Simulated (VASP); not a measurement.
# BAs (F-43m) in VASP: further runs

Runs on BAs. Level: LDA. Tasks: relaxation of the atoms.

Everything below comes from runs of VASP 6.6.1. Logs are shortened: lines on timing, memory, paths and dates and some standing lists are left out, and cuts for length are marked.

## 1. The structure

The structure is cubic, space group F-43m (No. 216). Conventional cell: a = 4.742 Å, b = 4.742 Å, c = 4.742 Å, α = 90.00°, β = 90.00°, γ = 90.00°. B (site symmetry -43m) is surrounded by 4 As at 2.05 Å. Around As (site symmetry -43m) lie 4 B at 2.05 Å.

## 2. Relaxation of the atoms, LDA (a relaxed cell with its volume scaled by 0.96)

Input file INCAR:

```
SYSTEM = BAs
ALGO = Normal ; EDIFF = 1E-7
EDIFFG = -0.01 ; ENCUT = 600
GGA = CA ; IBRION = 2
ISIF = 2 ; ISMEAR = 0
LASPH = .TRUE. ; LCHARG = .FALSE.
LREAL = .FALSE. ; LWAVE = .FALSE.
NELM = 80 ; NSW = 40
PREC = Accurate ; SIGMA = 0.03
```

Input file KPOINTS:

```
k-points
0
G
  10 10 10
  0 0 0
```

Input file POSCAR:

```
BAs                                     
1.0
    0.0000000000      2.3390992598      2.3390992598
    2.3390992598      0.0000000000      2.3390992598
    2.3390992598      2.3390992598      0.0000000000
  B               As            
     1     1
Direct
     0.0000000000000000    0.0000000000000000    0.0000000000000000
     0.2500000000000000    0.2500000000000000    0.2500000000000000
```

Potentials or basis: VASP PAW LDA potentials, release 64 (B, As).

Command:

```bash
$ cat potpaw_LDA.64/B/POTCAR potpaw_LDA.64/As/POTCAR > POTCAR
$ mpirun -np 1 vasp_std > vasp.out
```

OUTCAR:

```text
SYSTEM = BAs
   EDIFF = 1E-7
   EDIFFG = -0.01
   ENCUT = 600
   GGA = CA
   IBRION = 2
   ISIF = 2
   ISMEAR = 0
   LASPH = .TRUE.
   LREAL = .FALSE.
   NELM = 80
   NSW = 40
   PREC = Accurate

 ion  position               nearest neighbor table
   1  0.000  0.000  0.000-   2 2.03   2 2.03   2 2.03   2 2.03
   2  0.250  0.250  0.250-   1 2.03   1 2.03   1 2.03   1 2.03

  LATTYP: Found a face centered cubic cell.
 ALAT       =     4.6781985196

  Lattice vectors:

 A1 = (   0.0000000000,   2.3390992598,   2.3390992598)
 A2 = (   2.3390992598,   0.0000000000,   2.3390992598)
 A3 = (   2.3390992598,   2.3390992598,   0.0000000000)

Analysis of symmetry for initial positions (statically):
=====================================================================
 Subroutine PRICEL returns:
 Original cell was already a primitive cell.

 Routine SETGRP: Setting up the symmetry group for a
 face centered cubic supercell.

 Subroutine GETGRP returns: Found 24 space group operations
 (whereof 24 operations were pure point group operations)
 out of a pool of 48 trial point group operations.

The static configuration has the point symmetry T_d .

Analysis of symmetry for dynamics (positions and initial velocities):
=====================================================================
 Subroutine PRICEL returns:
 Original cell was already a primitive cell.

 Routine SETGRP: Setting up the symmetry group for a
 face centered cubic supercell.

 Subroutine GETGRP returns: Found 24 space group operations
 (whereof 24 operations were pure point group operations)
 out of a pool of 48 trial point group operations.

The dynamic configuration has the point symmetry T_d .

 Subroutine INISYM returns: Found 24 space group operations
 (whereof 24 operations are pure point group operations),
 and found     1 'primitive' translations

----------------------------------------------------------------------------------------

                                     Primitive cell

  volume of cell :      25.5962

  direct lattice vectors                    reciprocal lattice vectors
     0.000000000  2.339099260  2.339099260    -0.213757496  0.213757496  0.213757496
     2.339099260  0.000000000  2.339099260     0.213757496 -0.213757496  0.213757496
     2.339099260  2.339099260  0.000000000     0.213757496  0.213757496 -0.213757496

[... 82 lines left out ...]
   NELM   =     80;   NELMIN=  2; NELMDL= -5     # of ELM steps
   EDIFF  = 0.1E-06   stopping-criterion for ELM
   LREAL  =      F    real-space projection
   EDIFFG = -.1E-01   stopping-criterion for IOM
   NSW    =     40    number of steps for IOM
   IBRION =      2    ionic relax: 0-MD 1-quasi-New 2-CG
   NFREE  =      1    steps in history (QN), initial steepest desc. (CG)
   ISIF   =      2    stress and relaxation
   ISYM   =      2    0-nonsym 1-usesym 2-fastsym
   POTIM  = 0.5000    time-step for ionic-motion
   TEBEG  =    0.0;   TEEND  =   0.0 temperature during run
   PSTRESS=    0.0 pullay stress
   NELECT =       8.0000    total number of electrons
   NUPDOWN=      -1.0000    fix difference up-down
   EMIN   =  10.00;   EMAX   =-10.00  energy-range for DOS
   EFERMI =   0.00;   METHOD = LEGACY
   ISMEAR =     0;   SIGMA  =   0.03  broadening in eV -4-tet -1-fermi 0-gaus
   EFERMI_NEDOS =   21; number of points for ismear=-14 and -15
   IALGO  =     38    algorithm
   IMIX   =      4    mixing-type and parameters
     AMIX     =   0.40;   BMIX     =  1.00
     AMIX_MAG =   1.60;   BMIX_MAG =  1.00
  volume/ion in A,a.u.               =      12.80        86.37
  Fermi-wavevector in a.u.,A,eV,Ry     =   1.110997  2.099480 16.793863  1.234314
  Thomas-Fermi vector in A             =   2.247555
   LORBIT       =      0    0 simple, 1 ext, 2 COOP (PROOUT), +10 PAW based schemes
   GGA     = CA    functional components
   LHFCALC =     F    Hartree Fock is set to
   AEXX    =    0.0000 exact exchange contribution
   IVDW    =     0    specifies the selected vdW correction
   LEPSILON=     F    determine dielectric tensor
   LRPA    =     F    only Hartree local field effects (RPA)
 conjugate gradient relaxation of ions
 non-spin polarized calculation
 Gauss-broadening in eV      SIGMA  =   0.03
  energy-cutoff  :      600.00
  volume of cell :       25.60
 maximum number of plane-waves:       881
   NGX = 13   NGY = 13   NGZ = 13

 number of electron       8.0000000 magnetization

 Free energy of the ion-electron system (eV)
  ---------------------------------------------------
  ext. energy  EPLUGINS =         0.00000000
  ---------------------------------------------------
  free energy    TOTEN  =       -12.90613249 eV

  energy without entropy =      -12.90613249  energy(sigma->0) =      -12.90613249

 E-fermi :   7.0680     XC(G=0): -11.0470

 val. band max:        6.8829977785   @ k =   0.0000   0.0000   0.0000
 cond. band min:       7.9484251259   @ k =   0.4000   0.4000   0.0000
 fundamental gap:      1.0654273474
 Fermi energy:         7.0679748055

 k-point     1 :       0.0000    0.0000    0.0000
  band No.  band energies     occupation
      1      -9.0770      2.00000
      2       6.8830      2.00000
      3       6.8830      2.00000
      4       6.8830      2.00000
      5      10.2160      0.00000
      6      10.2160      0.00000
      7      10.2160      0.00000
      8      12.3904      0.00000
[... 243 lines left out ...]
 k-point    24 :       0.4000    0.3000    0.0000
  band No.  band energies     occupation
      1      -6.2748      2.00000
      2       0.3125      2.00000
      3       2.6431      2.00000
      4       3.1690      2.00000
      5       8.5020      0.00000
      6      10.2364      0.00000
      7      16.1008      0.00000
      8      16.2902      0.00000

 [... further k-points ...]
[... 5 lines left out ...]
  --------------------------------------------------------------------------------------
  -------------------------------------------------------------------------------------
  Total        1.0446830      1.0446830      1.0446830      0.0000000      0.0000000      0.0000000
  in kB       65.3911769     65.3911769     65.3911769      0.0000000      0.0000000      0.0000000
  external PRESSURE =      65.3911769 kB  Pullay stress =       0.0000000 kB

 VOLUME and BASIS-vectors are now :
 -----------------------------------------------------------------------------
  energy-cutoff  :      600.00
  volume of cell :       25.60
      direct lattice vectors                 reciprocal lattice vectors
     0.000000000  2.339099260  2.339099260    -0.213757496  0.213757496  0.213757496
     2.339099260  0.000000000  2.339099260     0.213757496 -0.213757496  0.213757496
     2.339099260  2.339099260  0.000000000     0.213757496  0.213757496 -0.213757496

 POSITION                                       TOTAL-FORCE (eV/Angst)
 -----------------------------------------------------------------------------------
      0.00000      0.00000      0.00000         0.000000      0.000000     -0.000000
      1.16955      1.16955      1.16955        -0.000000     -0.000000      0.000000
 -----------------------------------------------------------------------------------
    total drift:                               -0.000000     -0.000000     -0.000000

  FREE ENERGIE OF THE ION-ELECTRON SYSTEM (eV)
  ---------------------------------------------------
  free  energy   TOTEN  =       -12.9061324855 eV

  energy  without entropy=      -12.9061324855  energy(sigma->0) =      -12.90613249

 reached required accuracy - stopping structural energy minimisation
```

OSZICAR:

```text
N       E                     dE             d eps       ncg     rms          rms(c)
DAV:   1     0.135903041516E+02    0.13590E+02   -0.44537E+03   752   0.101E+03
DAV:   2    -0.134415017713E+02   -0.27032E+02   -0.26132E+02  1176   0.116E+02
DAV:   3    -0.137693763193E+02   -0.32787E+00   -0.32787E+00   792   0.174E+01
DAV:   4    -0.137698997821E+02   -0.52346E-03   -0.52346E-03  1216   0.758E-01
DAV:   5    -0.137698998595E+02   -0.77353E-07   -0.77353E-07   792   0.661E-03    0.550E+00
DAV:   6    -0.130183665760E+02    0.75153E+00   -0.22337E+00   776   0.789E+00    0.263E+00
DAV:   7    -0.129203244831E+02    0.98042E-01   -0.27094E-01  1056   0.316E+00    0.897E-01
DAV:   8    -0.129061176580E+02    0.14207E-01   -0.28113E-02   888   0.108E+00    0.127E-01
DAV:   9    -0.129061282567E+02   -0.10599E-04   -0.57585E-04  1024   0.204E-01    0.696E-02
DAV:  10    -0.129061316708E+02   -0.34141E-05   -0.10851E-04   800   0.682E-02    0.174E-02
DAV:  11    -0.129061326513E+02   -0.98048E-06   -0.15520E-06  1080   0.130E-02    0.152E-02
DAV:  12    -0.129061324871E+02    0.16419E-06   -0.93150E-07   808   0.509E-03    0.160E-03
DAV:  13    -0.129061324855E+02    0.15397E-08   -0.23038E-08   376   0.153E-03
   1 F= -.12906132E+02 E0= -.12906132E+02  d E =-.129061E+02
```

It took 5.9 s on 1 thread of Intel Xeon 6975P-C (Granite Rapids), shared host; peak memory 0.14 GiB.

Results:

| Item | Value |
| --- | --- |
| Free energy | -12.9061 eV |
| Pressure after relaxing | 6.5 GPa |
| Band gap on the k mesh | 1.07 eV, indirect (least direct gap 3.33 eV) |

Final structure:
```cif
data_structure
_symmetry_space_group_name_H-M 'P 1'
_symmetry_Int_Tables_number 1
_cell_length_a 3.3080
_cell_length_b 3.3080
_cell_length_c 3.3080
_cell_angle_alpha 60.000
_cell_angle_beta 60.000
_cell_angle_gamma 60.000
_cell_volume 25.60
loop_
_atom_site_label
_atom_site_type_symbol
_atom_site_fract_x
_atom_site_fract_y
_atom_site_fract_z
_atom_site_occupancy
B1 B 0.00000 0.00000 0.00000 1
As1 As 0.25000 0.25000 0.25000 1
```

Caveat: the relaxation stopped at its first step, so nothing moved.

[end of part 1 of 3]
